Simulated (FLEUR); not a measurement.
# GaP under changes of volume

One of the cells (20.240 Å³/atom); the others are scaled copies at fixed shape and fractional positions:

```xyz
2
Lattice="0.0000 2.7252 2.7252 2.7252 0.0000 2.7252 2.7252 2.7252 0.0000" Properties=species:S:1:pos:R:3 pbc="T T T"
Ga    0.0000    0.0000    0.0000
P     4.0879    4.0879    4.0879
```

```yaml
Program: FLEUR MaX-R8.1 (later development tree)
Functional: PBEsol
Potentials_or_basis: all-electron
Basis: FLAPW
Kmax: 5.21 1/bohr
k_mesh: 8 × 8 × 8
Occupations: fermi-dirac, width 0.05 eV
Spin: no spin polarisation
```

| volume (Å³/atom) | energy over the lowest point (meV/atom) | gap on the mesh (eV) |
| --- | --- | --- |
| 19.026 | 16.73 | 1.38 |
| 19.431 | 6.13 | 1.43 |
| 19.836 | 0.74 | 1.47 |
| 20.240 | 0.00 | 1.52 |
| 20.645 | ? | ? |
| 21.050 | 10.60 | 1.43 |
| 21.455 | 21.11 | 1.28 |

What does the run at 20.645 Å³/atom give?

Energy over the lowest point 3.44 meV/atom; gap on the mesh 1.53 eV.

Worked out: A Birch-Murnaghan fit of order 3 (a polynomial in V^(-2/3)) to the other rows has its minimum at 20.10 Å³/atom with B0 = V·E''(V) = 85 GPa and B' = 4.5. It gives 3.43 meV/atom at 20.645 Å³/atom, against the run's 3.44. A parabola through the other rows of the gap, of slope -2.54 eV per unit of ln V there, gives 1.47 eV, against the run's 1.53.

Energies are extrapolated to zero smearing.

A mesh can miss the band edges. Spin-orbit coupling on Ga is left out.
